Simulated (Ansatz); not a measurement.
## A series in volume scale on WS2

Periodic Kohn-Sham DFT of a crystal at fixed atoms, scaled to volume_scale times the given cell; pressure positive in compression, energy less spherical unpolarised free atoms, largest_vzz the field gradient of largest size among the nuclei. The results are calculated, by Ansatz 0.2.0.

The cell before it is scaled or strained (space group R3m, No. 160):
```
WS2
1.0
      1.5790     0.9116     6.1633
     -1.5790     0.9116     6.1633
      0.0000    -1.8233     6.1633
W S
1 2
Direct
  0.00000 0.00000 0.00000
  0.75030 0.75030 0.75030
  0.58100 0.58100 0.58100
```

Settings of every row: method all-electron PAW; functional LDA; relativity scalar; k mesh 13x13x13; filling fermi-dirac; smearing width 0.08 eV; nucleus gaussian.

Atom start moment: 0 on all atoms.

Limits: a layered crystal: even scaling strains the bonds within the layers, so this curve is stiffer than the crystal under pressure; field gradient without spin-orbit coupling on heavy atoms; no spin-orbit coupling on heavy atoms.

```csv
row,volume scale,V (Å³/atom),largest V_zz (1e21 V/m^2),pressure (GPa)
1,0.94,16.679,-18.576,7.823
2,0.96,17.034,-18.125,3.588
3,0.98,17.389,-17.687,-0.21
4,0.99,17.566,-17.471,-1.959
5,1,17.744,?,?
6,1.01,17.921,-17.063,-5.182
7,1.02,18.099,-16.859,-6.666
8,1.04,18.454,-16.462,-9.399
9,1.06,18.808,-16.081,-11.846
```

Question: what largest V_zz and pressure should row 5 give?

Worked fit of largest V_zz. Take t = volume scale − 1. The shown rows have t = -0.06, -0.04, -0.02, -0.01, 0.01, 0.02, 0.04, 0.06. Least squares give largest V_zz = −17.2656 + 20.777 × t − 17.48 × t² 1e21 V/m^2; a straight line predicts inner rows, each left out in turn, worse (root mean square 0.02 against 0.0032 1e21 V/m^2). The rows lie off it by -0.001, 0.000, 0.001, 0.004, -0.003, -0.002, 0.000, 0.001. The withheld row has t = 0, so the fit gives −17.2656 + 20.777 × (0) − 17.48 × (0)² = -17.266 1e21 V/m^2.

The calculation gave -17.27 1e21 V/m^2. The fit lies 0.004 1e21 V/m^2 (0.16 % of the column's range) above it; its largest miss of a shown row is 0.004 1e21 V/m^2.

Worked fit of pressure. Take u = (V_r/V)^(2/3) − 1 with V_r = 17.743 Å³ an atom, which is twice the finite (Eulerian) strain; such expansions in the strain, on which the Birch-Murnaghan equation of state is built, carry the rest volume and the bulk modulus. The shown rows have u = 0.04209, 0.02756, 0.01353, 0.00671, -0.00663, -0.01316, -0.02585, -0.03812. Least squares give pressure = −3.6077 + 241.566 × u + 689.94 × u² + 563 × u³ GPa; a parabola predicts inner rows, each left out in turn, worse (root mean square 0.0097 against 0.0039 GPa). The rows lie off it by -0.001, 0.002, 0.002, -0.003, -0.003, 0.003, 0.002, -0.001. The pressure vanishes at u = 0.0143, or V = 17.37 Å³ an atom, and there the bulk modulus at fixed shape and fractions is B = −V dP/dV = (2/3)(1 + u) dP/du = 177 GPa. Letting shape and atoms relax would as a rule lower it, by much in layered, chain or molecular crystals. The withheld row has u = -4e-05, so the fit gives −3.6077 + 241.566 × (-4e-05) + 689.94 × (-4e-05)² + 563 × (-4e-05)³ = -3.617 GPa.

The calculation gave -3.615 GPa. The fit lies 0.002 GPa (0.01 % of the column's range) below it; its largest miss of a shown row is 0.003 GPa.
